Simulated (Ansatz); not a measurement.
# Ru (hcp): from the first guess to the electronic structure, part 2 of 2

What volume does Ru (hcp) take, and is it a metal or an insulator at this level? The pressure is brought towards zero step by step, and the electronic structure follows.

Ansatz 0.2.0; DFT PBEsol, scalar-relativistic, plane waves, PAW.

## Step 4: A single point with the electronic structure

The input, input.yaml:

```yaml
crystal:
  lattice:
    - [2.6887700148, 0.0, 0.0]
    - [-1.3443850074, 2.3285431377, 0.0]
    - [0.0, 0.0, 4.2537440893]
  atoms:
    - { symbol: Ru, position: [0.3333333333, 0.6666666667, 0.75] }
    - { symbol: Ru, position: [0.6666666667, 0.3333333333, 0.25] }
basis:
  ecutwfc: 420
  ecutrho_ratio: 4
kpoints:
  mp_grid: { grid: [18, 18, 10] }
  band_path:
    path:
      - [[0.0, 0.0, 0.0], [0.5, 0.0, 0.0], [0.33333333, 0.33333333, 0.0], [0.0, 0.0, 0.0], [0.0, 0.0, 0.5], [0.5, 0.0, 0.5], [0.33333333, 0.33333333, 0.5], [0.0, 0.0, 0.5]]
      - [[0.5, 0.0, 0.5], [0.5, 0.0, 0.0]]
      - [[0.33333333, 0.33333333, 0.5], [0.33333333, 0.33333333, 0.0]]
    npoints: 14
hamiltonian:
  xc: pbesol
scf:
  occupations: { method: gaussian, width: 0.05 }
output:
  forces: true
  stress: true
  eigenvalues: true
  populations: true
  dos: { projected: true, de: 0.02, nscf_kmesh: { grid: [27, 27, 15] } }
  bader: true
```

Log:

```text
Warning: RAYON_NUM_THREADS=4 ignored (pool sized by the plan → 4); use --threads N
Engine: ansatz 0.2.0, x86_64-unknown-linux-gnu
Pseudopotentials: kind: paw
Pseudopotential: Ru, paw, valence charge 16, recommended cutoff 420 eV (normal), Ru.paw.azcp
Functional definition: PBEsol
  exchange = pbesol_x
  correlation = pbesol_c
Crystal: 2 atoms, lattice volume = 26.632 Å³
Basis set: ecut = 420 eV, 537 PW (Γ), exchange–correlation on 36×36×60 points (8 copies of the dense FFT grid, shifted against one another)
Bands: 20, of which v1, the nominal top of the filled ones, is band 16 counted from 1 (15 counted from 0)
Symmetry: 24 space group operations
Space group: P63/mmc (ITA 194), of the structure as read, at distance tolerance 3.0e-5 Å
k-points: 222 of 3240
Non-local potential: Ru, projectors of the file, l = 0: 3, l = 1: 2, l = 2: 2, l = 3: 1
PAW form: soft (Blöchl's): semilocal exchange-correlation on the pseudo side does not see the compensation charge
PAW frozen core: Ru, regenerated for the run's functional, and the local potential with it (the file was generated under x = pbe(κ = 0.804, μ = 0.2195149727645171), c = pbe(β = 0.06672455060314922))
PAW one-centre angular grid: Ru, 590 points (default); XC on 64 Gauss nodes
Initial density: superposition of atomic densities (neutral atoms: chi_scale 0, normalization atom), corrected by the library's trained network
Initial wavefunctions: pseudopotential atomic-orbital guess
Functional: x = pbesol(κ = 0.804, μ = 0.12345679012345678), c = pbesol(β = 0.046)
SCF iter   1: F=—  HF=-11633.011560 eV  |F-HF|=—  |Δ(HF+E_count)|=         —  Δρ=1.08e-2  dr2=1.86e-2  ethr=1.77e-3  ⟨swp⟩=5.0  Hψ=17463  notcnv=0
preconditioner: auto → none  [metal: Δε(μ)=0.010 eV  Ē_g=6.022 eV  σ=0.050 eV  W_gap=0.11  n_scr=8 (ndim 8)  ℏωp=28.8 eV  f_vac=0.000  D(μ)=1.92/eV (n_scr^D=22)  sad-step TF]
SCF iter   2: F=—  HF=-11633.008797 eV  |F-HF|=—  |Δ(HF+E_count)|=   2.76e-3  Δρ=5.61e-3  dr2=4.68e-3  ethr=5.81e-5  ⟨swp⟩=2.0  Hψ=10349  notcnv=0  defer=1
SCF iter   3: F=—  HF=-11633.007977 eV  |F-HF|=—  |Δ(HF+E_count)|=   8.20e-4  Δρ=3.54e-4  dr2=9.44e-6  ethr=1.46e-5  ⟨swp⟩=2.0  Hψ=6370  notcnv=0  defer=3
SCF iter   4: F=—  HF=-11633.007969 eV  |F-HF|=—  |Δ(HF+E_count)|=   8.48e-6  Δρ=8.44e-5  dr2=1.09e-6  ethr=2.95e-8  ⟨swp⟩=2.0  Hψ=7942  notcnv=0  defer=3
iter 5 did not close the SCF: its close was put off for the readings that it lacked (scf_convergence_deferred on its scf_iter line)
SCF iter   5: F=-11633.007969 eV  HF=-11633.007969 eV  |F-HF|=2.48e-8  |Δ(HF+E_count)|=   1.76e-7  Δρ=1.95e-5  dr2=4.15e-8  ethr=3.41e-9  ⟨swp⟩=2.0  Hψ=7322  notcnv=0  defer=3
SCF iter   6: F=-11633.007969 eV  HF=-11633.007969 eV  |F-HF|=8.79e-10  |Δ(HF+E_count)|=   1.37e-8  Δρ=3.92e-6  dr2=2.21e-9  ethr=1.30e-10  ⟨swp⟩=3.3  Hψ=17370  notcnv=0
SCF 1 converged in 6 iterations: F = -11633.007969 eV  dr2 = 2.21e-9
NSCF: frozen V_eff on 129 k-points
NSCF: frozen V_eff on 600 k-points
SCF converged after 6 iterations
Free energy (F): -11633.007969 eV
Harris-Foulkes:  -11633.007969 eV  (|F-HF|=8.79e-10)
Internal energy: -11633.005512 eV  (E = F + TS)
E sigma→0 (E₀):  -11633.006740 eV
Entropy (-TS):   -0.002457 eV (-1.229 meV/atom)
Fermi energy:    23.929019 eV
--- Per-component energies (eV) ---
  E_band       = -93.909423
  E_kinetic    = 1029.572605
  E_local      = -2475.842563  (includes V_loc(G=0)·N_el)
  E_nonlocal   = 689.355348
  E_hartree    = 793.014943
  E_xc         = -379.682417
  E_vxc        = -478.341642  (∫ρ·V_xc dr)
  E_paw        = -6798.797075  (= ΣΔE_a)
  E_vpaw       = -444.685007  (= ΣTr[D̂ρ^β])
  E_aug_tail   = -0.000439  (compensation charges beyond the density's cutoff)
  E_ewald      = -4491.132506
  E_core_change = 0.506592  (= ΣΔE_core)
  E_smearing   = -0.002457  (= −TS)
  E_closure    = 0.000000  (closes the sum)
  Σ components = -11633.007969   (vs F -11633.007969, Δ=0.00e0)
--- Forces (eV/Å), atoms counted from 1 ---
  atom   1  Ru     0.00000000     0.00000000     0.00000000
  atom   2  Ru     0.00000000    -0.00000000     0.00000000
  max |Σ_I F_I| component: 9.25e-18 eV/Å
--- Stress (GPa, compression-positive) ---
        0.018059      -0.000000       0.000000
       -0.000000       0.018059       0.000000
        0.000000       0.000000       0.006264
  P = ⅓ Tr σ = 0.0141 GPa (0.141 kbar)
--- Band table (eV; the first three rows and the last of 222) ---
  k-point 0: bands = ["-49.1622", "-48.9379", "-19.7110", "-18.7076", "-18.7076", "-18.5254", "-18.5254", "-18.4805", "15.7664", "17.5465", "21.2554", "21.2554", "21.4426", "21.9647", "21.9647", "22.5077", "22.5077", "25.1726", "25.1726", "25.1999"]
  k-point 1: bands = ["-49.1568", "-48.9435", "-19.6823", "-18.7032", "-18.7032", "-18.5299", "-18.5299", "-18.5122", "15.8812", "17.5855", "21.1845", "21.1845", "21.3842", "21.8953", "21.8953", "22.6703", "22.6703", "24.8188", "25.1809", "25.1809"]
  k-point 2: bands = ["-49.1411", "-48.9596", "-19.5986", "-18.6904", "-18.6904", "-18.6037", "-18.5430", "-18.5430", "16.2123", "17.6904", "21.0599", "21.0599", "21.2291", "21.7146", "21.7146", "23.0608", "23.0608", "23.8897", "25.1742", "25.1742"]
  k-point 221: bands = ["-48.9199", "-48.9199", "-19.4526", "-19.4526", "-19.1712", "-19.1712", "-18.6916", "-18.6916", "19.0923", "19.0923", "19.6902", "19.6902", "21.1416", "21.1416", "22.7136", "22.7136", "25.2163", "25.2163", "32.5262", "32.5262"]
--- Löwdin populations: 2 sites ---
  site symbol       q [e]
     0     Ru     15.9074
     1     Ru     15.9074
  spilling = 0.005786 (of n_electrons = 32.000000)
--- Bader charges: 2 sites ---
  site symbol  charge [e]  shift [e]
     0     Ru      0.0000     0.0000
     1     Ru      0.0000     0.0000
  estimated error of the sums over rays = 9.7e-5 e
```

Wall time 7.8 s (4 threads of an x86-64 CPU, shared host); peak memory 0.51 GiB.

Result: volume 13.316 Å³/atom, pressure 0.01 GPa, a metal on this mesh.

Band energies at the corners of the path (eV from the Fermi level), the three nearest on each side:

```csv
point,filled,empty
Γ,-1.96 -1.42 -1.42,
M,-2.13 -1.85 -1.56,
K,-2.92 -2.92 -1.10,
A,-2.84 -2.79 -2.79,
L,-4.67 -1.08 -1.08,0.46 0.46
H,-2.79 -1.22 -1.22,
```

Empty levels over 0.6 eV, where the set of bands solved is no longer complete, are left out.

Bands that cross the Fermi level on the path (counted from 0), with the number of crossings: 14: 5, 15: 5, 16: 3, 17: 6.

The density of states, summed over windows 1 eV wide (Fermi level at zero):

```csv
from,to,total,Ru 4d,Ru 5s
-7,-6,0.81,0.52,0.26
-6,-5,2.78,2.34,0.40
-5,-4,2.39,2.18,0.17
-4,-3,2.29,2.13,0.12
-3,-2,3.15,2.95,0.14
-2,-1,2.70,2.48,0.15
-1,0,1.74,1.59,0.09
```

The projection uses the shells of the potentials' files: it has no valence p orbitals on Ru, so such weight is missing from the shares.

## Step 5: What came out

What follows sums up all 2 parts. Changes of volume or cell count from the first structure of part 1.

| quantity | value |
| --- | --- |
| space group | P6_3/mmc (No. 194) |
| conventional cell | a = 2.689 Å, b = 2.689 Å, c = 4.254 Å, α = 90.00°, β = 90.00°, γ = 120.00° |
| volume | 13.316 Å³/atom |
| pressure | 0.01 GPa |
| gap | none (metal) |
| states at the Fermi level | 1.6 per eV per cell |

What this shows: Over the one relaxation shown the cell moved from 13.50 to 13.32 Å³/atom, a change of -1.4 %, where the pressure is zero within 0.01 GPa. It comes out metallic; the largest share of the states at the Fermi level is Ru 4d (96 % of the projected weight). A measured lattice constant a of Ru is 2.706 Å (quoted in “A solution for 4-propylguaiacol hydrodeoxygenation without ring saturation”, 2024, pmc:11283461); the calculated 2.689 Å misses it by -0.6 %. The calculation is for 0 K without zero-point motion. A measured lattice constant c of Ru is 4.28168 Å (293.15 K; a printed reference work, data compilation); the calculated 4.254 Å misses it by -0.7 %.
